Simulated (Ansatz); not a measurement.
**Where N_Cl puts its levels in the gap of KCl (Fm-3m)**

Charge states of N_Cl in KCl (Fm-3m), set against the band edges. Model: a cell of 54 host atoms with 1 Cl taken out and 1 N put in.

Main program and level: Ansatz 0.2.0; place-levels on PBEsol runs: charge-transition levels and formation energies with image-charge correction and potential alignment at the atomic sites.

## 1. Starting point

The cell holds 54 atoms: 27 K, 26 Cl and 1 N. Its edges and angles: a = 13.243 Å, b = 13.243 Å, c = 13.243 Å, α = 60.0°, β = 60.0°, γ = 60.0°. It derives from KCl (space group Fm-3m). Nearest the centre at fractional (0.500, 0.500, 0.500): N28 at 0.00 Å, K51 at 3.12 Å, K47 at 3.12 Å, K35 at 3.12 Å, K45 at 3.12 Å, K29 at 3.12 Å, K33 at 3.12 Å, Cl16 at 4.41 Å.

Structure file:

```xyz
54
Lattice="0.0000 9.3644 9.3644 9.3644 0.0000 9.3644 9.3644 9.3644 0.0000" Properties=species:S:1:pos:R:3 pbc="T T T"
K     0.0000    0.0000    0.0000
Cl    3.1215    3.1215    3.1215
K     3.1215    3.1215    0.0000
Cl    6.2430    6.2430    3.1215
K     6.2430    6.2430    0.0000
Cl    9.3644    9.3644    3.1215
K     3.1215    0.0000    3.1215
Cl    6.2430    3.1215    6.2430
K     6.2430    3.1215    3.1215
Cl    9.3644    6.2430    6.2430
K     9.3644    6.2430    3.1215
Cl   12.4859    9.3644    6.2430
K     6.2430    0.0000    6.2430
Cl    9.3644    3.1215    9.3644
K     9.3644    3.1215    6.2430
Cl   12.4859    6.2430    9.3644
K    12.4859    6.2430    6.2430
Cl   15.6074    9.3644    9.3644
K     0.0000    3.1215    3.1215
Cl    3.1215    6.2430    6.2430
K     3.1215    6.2430    3.1215
Cl    6.2430    9.3644    6.2430
K     6.2430    9.3644    3.1215
Cl    9.3644   12.4859    6.2430
K     3.1215    3.1215    6.2430
Cl    6.2430    6.2430    9.3644
K     6.2430    6.2430    6.2430
N     9.3644    9.3644    9.3644
K     9.3644    9.3644    6.2430
Cl   12.4859   12.4859    9.3644
K     6.2430    3.1215    9.3644
Cl    9.3644    6.2430   12.4859
K     9.3644    6.2430    9.3644
Cl   12.4859    9.3644   12.4859
K    12.4859    9.3644    9.3644
Cl   15.6074   12.4859   12.4859
K     0.0000    6.2430    6.2430
Cl    3.1215    9.3644    9.3644
K     3.1215    9.3644    6.2430
Cl    6.2430   12.4859    9.3644
K     6.2430   12.4859    6.2430
Cl    9.3644   15.6074    9.3644
K     3.1215    6.2430    9.3644
Cl    6.2430    9.3644   12.4859
K     6.2430    9.3644    9.3644
Cl    9.3644   12.4859   12.4859
K     9.3644   12.4859    9.3644
Cl   12.4859   15.6074   12.4859
K     6.2430    6.2430   12.4859
Cl    9.3644    9.3644   15.6074
K     9.3644    9.3644   12.4859
Cl   12.4859   12.4859   15.6074
K    12.4859   12.4859   12.4859
Cl   15.6074   15.6074   15.6074
```

Known beforehand: the electronic dielectric constant, 2.38, and the static one, 5.25, from a response run on this crystal (DFPT, PBEsol) at that run's own cell.

The cell's shortest repeat is 13.2 Å.

## 2. The runs of each charge state

A transition level is the Fermi level at which two charge states cost the same, so each charge needs its own total energy, at its own relaxed structure.

Random displacements of about 0.05 Å break the site symmetry at the start, so that the relaxation can reach a distorted minimum if there is one. Forces are taken at one point at (¼, ¼, ¼). The cell holds 2 electrons more than the neutral one, with a uniform background that keeps it neutral on the whole.

The sampling was tested on the host first: at the k-points planned (1x1x1 shifted 0.25 0.25 0.25) its energy lies 0.001 eV an atom from the dense-mesh value, under the bound of 0.02 eV set for this test; that bounds the host's error, not the defect's.

One of the inputs; charge, spin and start change from state to state.

qm2.relax_smeared/input.yaml

```yaml
crystal:
  lattice:
    - [0.0, 3.12148172, 3.12148172]
    - [3.12148172, 0.0, 3.12148172]
    - [3.12148172, 3.12148172, 0.0]
  atoms:
    - { symbol: K, position: [0.0, 0.0, 0.0] }
    - { symbol: Cl, position: [0.5, 0.5, 0.5] }
  supercell: [3, 3, 3]
  defects: [{ substitution: { at: 27, symbol: "N" } }]
total_charge: -2
basis:
  ecutwfc: 420
  xc_grid: 2
hamiltonian:
  xc: pbesol
kpoints:
  mp_grid: { grid: [1, 1, 1], shift: [0.25, 0.25, 0.25] }
scf:
  occupations: { method: fermi_dirac, width: 0.01 }
  max_iter: 100
output:
  forces: true
  charged_corrections: { epsilon: 2.38, static_epsilon: 5.25 }
relax:
  f_tol: 0.02
  max_steps: 80
  random_displacement: { amplitude: 0.05, seed: 7462 }
checkpoint:
  write: "../qm2.relax_smeared.run"
  compress: false
  write_wavefunctions: true
  write_every: 100000
```

The run is started by

```console
ansatz run input.yaml --threads 4 --pin off --max-ram 14131MiB --backend cpu --events-out ev --progress --plain --runs-dir out
```

The relaxed structure is kept and the sampling changed to a 2×2×2 shifted mesh.

The run of this state that the levels use, under PBEsol:

qm2.point/input.yaml

```yaml
crystal:
  checkpoint: "../qm2.relax_smeared.run"
  host: checkpoint
total_charge: -2
basis:
  ecutwfc: 420
  xc_grid: 2
hamiltonian:
  xc: pbesol
kpoints:
  mp_grid: { grid: [2, 2, 2], shift: [0.5, 0.5, 0.5] }
scf:
  occupations: { method: fermi_dirac, width: 0.01 }
  max_iter: 100
output:
  forces: true
  eigenvalues: true
  charged_corrections:
    epsilon: 2.38
    static_epsilon: 5.25
    defect_position: [0.5, 0.5, 0.5]
  eigenstates: { localisation: true }
  populations: true
  band_densities: [{ bands: [v1, v1] }, { bands: [c1, c1] }]
  write_density: true
  write_potential: true
  volumetric_format: npy
  elf: true
checkpoint:
  read: "../qm2.relax_smeared.run"
  write: "../qm2.point.run"
  compress: false
  write_wavefunctions: false
  write_every: 100000
```

Relaxations under PBEsol at one point at (¼, ¼, ¼); times on 4 threads of Arm Neoverse V1, shared host:

| charge | moment (μB) | occupations | outcome | steps | largest displacement against the far atoms (Å) | time |
| --- | --- | --- | --- | --- | --- | --- |
| −2 | 0 | fixed | not converged | - | - | 1.9 min |
| −2 | 0 | fermi-dirac | converged | 5 | 0.45 | 2.3 min |
| −1 | 1 | fixed | converged | 10 | 0.52 | 11 min |
| 0 | 0 | fixed | not converged | - | - | 1.8 min |
| 0 | 0 | fermi-dirac | converged | 3 | 0.10 | 4.4 min |
| 0 | 2 | fixed | converged | 5 | 0.11 | 8.9 min |
| −2 | 2 | fixed | converged | 11 | 0.53 | 12 min |

Single points under PBEsol at a 2×2×2 shifted mesh; times on 4 threads of Arm Neoverse V1, shared host:

```
charge  moment (μB)  occupations    outcome     time
    −2            0  fermi-dirac  converged  2.8 min
    −1            1  fermi-dirac  converged  6.1 min
     0            0  fermi-dirac  converged  5.2 min
     0            2  fermi-dirac  converged  5.2 min
    −2            2  fermi-dirac  converged  7.4 min
```

Distances (Å) from N28 to the nearest atoms after relaxation with PBEsol:

| charge | moment (μB) | 1. | 2. | 3. | 4. | 5. | 6. |
| --- | --- | --- | --- | --- | --- | --- | --- |
| −2 | 0 | K 2.67 | K 2.67 | K 2.67 | K 2.67 | K 2.67 | K 2.67 |
| −2 | 2 | K 2.59 | K 2.59 | K 2.85 | K 2.85 | K 2.85 | K 2.86 |
| −1 | 1 | K 2.60 | K 2.60 | K 2.85 | K 2.85 | K 2.85 | K 2.85 |
| 0 | 0 | K 3.02 | K 3.02 | K 3.02 | K 3.02 | K 3.02 | K 3.03 |
| 0 | 2 | K 3.03 | K 3.03 | K 3.03 | K 3.03 | K 3.03 | K 3.03 |

## 3. Levels against the band edges, PBEsol

A charged cell interacts with its images and the background, and its potential has another zero than the host's. place-levels removes the first by a point-charge model, screened by the static dielectric constant since the ions have relaxed around the charge, and the second by comparing potentials at atoms far from the defect.

The host is a run of the defect-free crystal in the same cutoffs, grids and k-points, so that basis and sampling errors cancel in part in the differences. The host is run in a cell of 2 atoms on a matching mesh. Its band edges are searched through the zone by a band path, so the gap is smaller than, or equal to, that on the mesh. Chemical potentials are energies per atom of Cl (Cl2 molecule) and N (N2 molecule), run with the same functional and cutoff.

levels.point.yaml

```yaml
host:
  run: host.point.run
states: [qm2.point.run, qm1_M1.point.run, q0.point.run, q0_M2.point.run, qm2_M2.point.run]
geometry_from:
  qm2.point.run: qm2.relax_smeared.run
  qm1_M1.point.run: qm1_M1.relax.run
  q0.point.run: q0.relax_smeared.run
  q0_M2.point.run: q0_M2.relax.run
  qm2_M2.point.run: qm2_M2.relax.run
chemical_potentials:
  Cl:
    energy: -1060.711994
    dataset: "<sha256 of the dataset>"
  "N":
    energy: -378.471758
    dataset: "<sha256 of the dataset>"
epsilon: 2.38
static_epsilon: 5.25
vertical:
  - { from: qm2.point.run, to: qm2.point_neutral.run }
  - { from: qm1_M1.point.run, to: qm1_M1.point_neutral.run }
  - { from: qm2_M2.point.run, to: qm2_M2.point_neutral.run }
```

The run is started by

```console
ansatz place-levels levels.point.yaml -- --threads 4 --pin off --max-ram 14131MiB
```

Numbers of over 12 decimals in the logs are rounded to 6 here.

Log:

```text
[... repeated set-up lines and file paths are left out, and long positions are rounded to six places ...]
(0/-1) 3.788 eV above the valence edge, 1.315 eV under the conduction edge
(-1/-2) 5.103 eV above the valence edge (+5.540 eV without the band-filling correction), 0.000 eV under the conduction edge
formation energy of charge 0: +7.137 eV with the Fermi level at the valence edge
formation energy of charge -1: +10.926 eV with the Fermi level at the valence edge
formation energy of charge -2: +16.029 eV with the Fermi level at the valence edge
vertical -2 to 0: no energy, since no alignment is typed
  the change from vertical[0].from (qm2.point.run) to vertical[0].to (qm2.point_neutral.run): by its potential at epsilon 2.38 it stands at 0.501 0.500 0.499, with an rms radius of about 2.4 Å (1.4 1.4 1.4 Å across the planes of the cell's vectors); [...]
vertical -1 to 0: no energy, since no alignment is typed
  the change from vertical[1].from (qm1_M1.point.run) to vertical[1].to (qm1_M1.point_neutral.run): by its potential at epsilon 2.38 it stands at 0.500 0.501 0.500, with an rms radius of about 1.7 Å (1.0 1.0 1.0 Å across the planes of the cell's vectors); [...]
vertical -2 to 0: no energy, since no alignment is typed
  the change from vertical[2].from (qm2_M2.point.run) to vertical[2].to (qm2_M2.point_neutral.run): by its spins about the atoms it stands at 0.500 0.499 0.500, with an rms radius of about 2.4 Å (1.4 1.4 1.4 Å across the planes of the cell's vectors); [...]
  edges by pbesol, gap 5.103 eV; the host is sampled to repeats of 26.49 Å
  the defect's cells are sampled to repeats of 26.49 Å, like sampling
  charge 0: +0.000 eV for its dipole among its images, +0.000 omitted
  charge -1: -68985.8982 eV with its correction of +0.388 eV, at epsilon 5.25, aligned at sites: -0.0520 eV, mean over 21 atomic sites at or beyond 6.62 Å from the defect at [0.5000, 0.5000, 0.5000], with +0.000000 for the charge's moments and without [...]
  charge -2: -68979.4112 eV with its correction of +1.396 eV, at epsilon 5.25, aligned at sites: -0.0263 eV, mean over 21 atomic sites at or beyond 6.62 Å from the defect at [0.5000, 0.5000, 0.5000], with -0.000000 for the charge's moments and without [...]
  charge 0: states[2] (q0.point.run) stands 1.272 eV higher, with a moment of 0.00 μB against 2.00
  states[2] (q0.point.run): levels filled in part (TS 0.038 eV): its energy is of no whole electron's
  charge -2: states[4] (qm2_M2.point.run) stands 0.738 eV higher, with a moment of 2.00 μB against 0.00
  of states[3] (q0_M2.point.run): its alignment with the host at atomic sites is doubtful: the cell is too small to show whether the defect's potential has decayed: take a larger one; stability_check_not_made
  of states[1] (qm1_M1.point.run): its alignment with the host at atomic sites is doubtful: the cell is too small to show whether the defect's potential has decayed: take a larger one
  of states[0] (qm2.point.run): it parts from the run that its charge is read beside by 2 carriers, of which the mean alone is read, by its potential at epsilon 2.38, taken for that of held ions (one typed too small widens it): that is narrow, but one of them [...]
  of states[2] (q0.point.run): its alignment with the host at atomic sites is doubtful: the cell is too small to show whether the defect's potential has decayed: take a larger one
  of states[4] (qm2_M2.point.run): it parts from the run that its charge is read beside by 2 carriers, of which the mean alone is read, by the spins about the atoms: that is narrow, but one of them can be a band state's beside narrower ones, where a level is [...]
  of vertical[0].from (qm2.point.run): it parts from the run that its charge is read beside by 2 carriers, of which the mean alone is read, by its potential at epsilon 2.38, taken for that of held ions (one typed too small widens it): that is narrow, but one [...]
  vertical[0].to (qm2.point_neutral.run): levels filled in part (TS 0.037 eV): its energy is of no whole electron's
  vertical[1].to (qm1_M1.point_neutral.run): levels filled in part (TS 0.037 eV): its energy is of no whole electron's
  of vertical[2].from (qm2_M2.point.run): its moments are held at its close (magnetization.spin_locking), by a field of 0.591 eV a Bohr magneton, and its energy and levels are of the state that this holds: a run that lets them go can end lower; [...]
  vertical[2].to (qm2_M2.point_neutral.run): levels filled in part (TS 0.037 eV): its energy is of no whole electron's
```

It took 0.47 s on 4 threads of Arm Neoverse V1, shared host.

Levels between the charges placed, in eV above the valence top:

|  | gap (eV) | (0/−1) | (−1/−2) |
| --- | --- | --- | --- |
| PBEsol | 5.10 | 3.79 | 5.10 |

Corrections by state:

```csv
charge,moment (μB),image terms and alignment (eV),band filling (eV),ε used,"over the lowest of its charge, as the program ranks them, band filling apart (eV)"
0,2.0,0.000,-,-,0.000
−1,1.0,0.388,-,5.25,0.000
−2,0.0,1.396,-0.437,5.25,0.000
0,0.0,0.000,-,-,1.272
−2,2.0,1.237,-,5.25,0.738
```

The charged structures listed were also run neutral, and place-levels reads from each pair, by the potential or the spins, how wide the charge is by which they differ; that can be the carrier of either run.

```
charge  rms radius (Å)  spread where it is widest against the cell (Å)  wide from (Å)  reading
    −1             1.7                                            0.99           1.87   narrow
    −2             2.4                                            1.37           1.87   narrow
```

The neutral runs of these pairs need not share the spin of the lowest neutral state, and very wide values only mean spread over the cell.

From the program's caveats on the states, each cut to its opening words:

- charge 0 (2 μB), −1 (1 μB), −2, 0, −2 (2 μB): its alignment with the host at atomic sites is doubtful: the cell is too small to show whether the defect's potential has decayed: take a larger one
- charge 0 (2 μB): flagged: stability check not made
- charge −2: it parts from the run that its charge is read beside by 2 carriers, of which the mean alone is read, by its potential at epsilon 2.38, taken for that of held [...]
- charge −2: a band-filling correction moves a carrier to the host's band edge, which changes its energy by -0.437 eV
- charge −2 (2 μB): it parts from the run that its charge is read beside by 2 carriers, of which the mean alone is read, by the spins about the atoms: that is narrow, but one of [...]
- charge −2 (2 μB): its moments are held at its close (magnetization.spin_locking), by a field of 0.591 eV a Bohr magneton, and its energy and levels are of the state that this [...]

The host's formation energy from the elements is -2.000 eV per atom; it sets how far the chemical potentials can move.

Limit set by the element alone; other compounds of these elements are not counted. Chemical potentials from the elements' reference states: Cl 0.00 eV, K -4.00 eV, N 0.00 eV. Formation energies (Cl-rich), with the Fermi level at the valence top and at the conduction bottom (gap 5.10 eV):

```csv
charge,at valence top (eV),at conduction bottom (eV),correction included (eV)
0,7.14,7.14,0.00
−1,10.93,5.82,0.39
−2,16.03,5.82,0.96
```

Fermi level (eV), lowest formation energy (eV) and a bar from the least value:
```
     0.00       7.14 ##############################
     0.46       7.14 ##############################
     0.93       7.14 ##############################
     1.39       7.14 ##############################
     1.85       7.14 ##############################
     2.32       7.14 ##############################
     2.79       7.14 ##############################
     3.25       7.14 ##############################
     3.71       7.14 ##############################
     4.18       6.75 #####################
     4.64       6.29 ###########
     5.10       5.82
```

Limit set by the element alone; other compounds of these elements are not counted. Chemical potentials from the elements' reference states: K 0.00 eV, Cl -4.00 eV, N 0.00 eV. Formation energies (K-rich), with the Fermi level at the valence top and at the conduction bottom (gap 5.10 eV):

```
charge  at valence top (eV)  at conduction bottom (eV)  correction included (eV)
     0                 3.14                       3.14                      0.00
    −1                 6.93                       1.82                      0.39
    −2                12.03                       1.82                      0.96
```

Fermi level (eV), lowest formation energy (eV) and a bar from the least value:
```
     0.00       3.14 ##############################
     0.46       3.14 ##############################
     0.93       3.14 ##############################
     1.39       3.14 ##############################
     1.85       3.14 ##############################
     2.32       3.14 ##############################
     2.79       3.14 ##############################
     3.25       3.14 ##############################
     3.71       3.14 ##############################
     4.18       2.75 #####################
     4.64       2.29 ###########
     5.10       1.82
```

## 4. What a wrong or other choice does

In this try the input is made faulty on purpose, to show what that does.

Another version of the file is tried.

levels.try1.yaml is levels.point.yaml with these lines changed:

```diff
-  Cl:
-    energy: -1060.711994
-    dataset: "<sha256 of the dataset>"
-  "N":
-    energy: -378.471758
-    dataset: "<sha256 of the dataset>"
+  Cl: -1060.711994
+  "N": -378.471758
```

The run is started by

```console
ansatz place-levels levels.try1.yaml -- --threads 4 --pin off --max-ram 14131MiB
```

Log:

```text
Error: YAML parse error: error: line 11 column 3: chemical_potentials.N: expected a mapping of `energy` and `dataset` (the content sha256 that the runs behind the energy print of the element's pseudopotential file), got a number
  --> <input>:11:3
   |
 9 |   qm2_M2.point.run: qm2_M2.relax.run
10 | chemical_potentials:
11 |   Cl: -1060.711994
   |   ^ chemical_potentials.N: expected a mapping of `energy` and `dataset` (the content sha256 that the runs behind the energy print of the element's pseudopotential file), got a number
12 |   "N": -378.471758
13 | epsilon: 2.38
   |
```

The change: chemical potentials as bare numbers.

No levels were formed: the file was rejected.

## 5. Results

| Quantity | Value |
| --- | --- |
| gap of the host | 5.10 eV (PBEsol) |
| level (0/minus 1) | 3.79 eV above the valence top |
| level (minus 1/minus 2) | 5.10 eV above the valence top, at the conduction bottom (5.54 eV above the valence top without the band-filling term) |
| lowest of the charges placed, just above the valence top (0.02 eV) | 0 |
| lowest of the charges placed, just below the conduction bottom (0.02 eV) | −1 |
| lowest formation energy at mid-gap of the charges run, Cl-rich | 7.14 eV |
| lowest formation energy at mid-gap of the charges run, K-rich | 3.14 eV |

In words: Of the charges placed (−2, −1 and 0), the lowest changes at 3.79 eV (0/−1) above the valence top, in a gap of 5.10 eV. Charges above 0 were not placed, so these runs say nothing of levels that involve them. States placed: 0 at 2 μB and 0 μB; −1 at 1 μB; −2 at 0 μB and 2 μB. Other spin states or structures, where not listed, weren't placed. The program finds carriers beyond a band edge of the host and adds a band-filling term at charge −2 (-0.44 eV); steps to such a charge show no bound level, and a defect level inside a band would be read the same way. N is taken at its element; compounds, which aren't counted here, bound the chemical potentials and would shift these formation energies. The program doubts the alignment of potentials for at least one state, a sign that the cell is small. Limits: PBEsol makes the gap too small and tends to spread out bound carriers; where a gas molecule sets a chemical potential or the host's formation energy, its binding is uncorrected.

[Logs are printed without paths, hosts, clocks, repeated set-up lines and the standing remarks that a program may print on its own settings, such as how far it seeks lower states.]

[Hosts, paths, dates, database ids (printed as entryN), source tags and the programs' standing remarks are cut or masked in the printed files.]

[Where a table of states has a column of steps, it counts the stored structures, which are thinned; the runs took as many ionic steps or more.]

[A defect's name tells the site on which it was built; relaxed atoms can leave that site.]

[For some hosts the program warned that the k-mesh of the response run may be too coarse for force constants and the static dielectric constant; such warnings are not shown here.]
